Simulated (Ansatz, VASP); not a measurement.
**One calculation of Al2Pt, two programs**

The input INCAR:

```
SYSTEM = Al2Pt
PREC     = Accurate       ! precision mode
ENCUT    = 520            ! plane-wave cutoff, eV
EDIFF    = 1E-8           ! SCF threshold, eV
ISMEAR   = -1             ! smearing method
SIGMA    = 0.05           ! smearing width, eV
LREAL    = .False.        ! projectors in reciprocal space
LASPH    = .True.         ! aspherical terms in the spheres
NELM     = 60             ! most SCF steps
ALGO     = Normal         ! electronic algorithm
ISIF     = 2              ! what is computed and relaxed
LWAVE    = .False.        ! write WAVECAR
LCHARG   = .False.        ! write CHGCAR
GGA      = PE             ! functional
LEFG     = .True.       
NBANDS   = 15             ! bands
```

File KPOINTS:

```
Automatic mesh
0
Gamma
  9 9 9
  0 0 0
```

The input POSCAR:

```
Al2Pt
1.0
    0.0000000000      2.9550000000      2.9550000000
    2.9550000000      0.0000000000      2.9550000000
    2.9550000000      2.9550000000      0.0000000000
Al Pt
2 1
Direct
    0.2500000000      0.2500000000      0.2500000000
    0.7500000000      0.7500000000      0.7500000000
    0.0000000000      0.0000000000      0.0000000000
```

Input for Ansatz:

```yaml
crystal:
  lattice:
    - [0.0, 2.955, 2.955]
    - [2.955, 0.0, 2.955]
    - [2.955, 2.955, 0.0]
  atoms:
    - { symbol: Al, position: [0.25, 0.25, 0.25] }
    - { symbol: Al, position: [0.75, 0.75, 0.75] }
    - { symbol: Pt, position: [0.0, 0.0, 0.0] }
kpoints:
  mp_grid: { grid: [9, 9, 9] }
scf:
  occupations: { method: fermi_dirac, width: 0.05 }
hamiltonian:
  xc: pbe
  pseudopotentials: { kind: paw }
output:
  forces: true
  stress: true
  eigenvalues: true
  efg: { contact_densities: true }
  populations: true
```

Change from the starting cell: shortest bond scaled by 1, PAW files.

Alike in both runs: task electric field gradients; functional PBE; k mesh 9 × 9 × 9; occupations fermi-dirac, width 0.05 eV; no spin polarisation.

|  | VASP | Ansatz |
| --- | --- | --- |
| version | VASP 6.6.1 | Ansatz 0.2.0 |
| potentials or method | VASP PAW PBE potentials, release 64 (Al, Pt) | PAW with Ansatz's default frozen-core files, scalar-relativistic |
| plane-wave cutoff (eV) | 520 | 420 |
| valence electrons in the cell | 16 | 24 |

```tsv
	VASP	Ansatz	Ansatz less VASP
pressure (GPa)	2.2	2.4	+0.16
Vzz of the field gradient on the site that differs most (V/Å²)	0.0	0.0	0.00
```

The two sets of potentials don't hold the same shells in valence. Ansatz warned: «gradients_without_spin_orbit».

Spin-orbit coupling is left out, which matters for the levels of Pt.
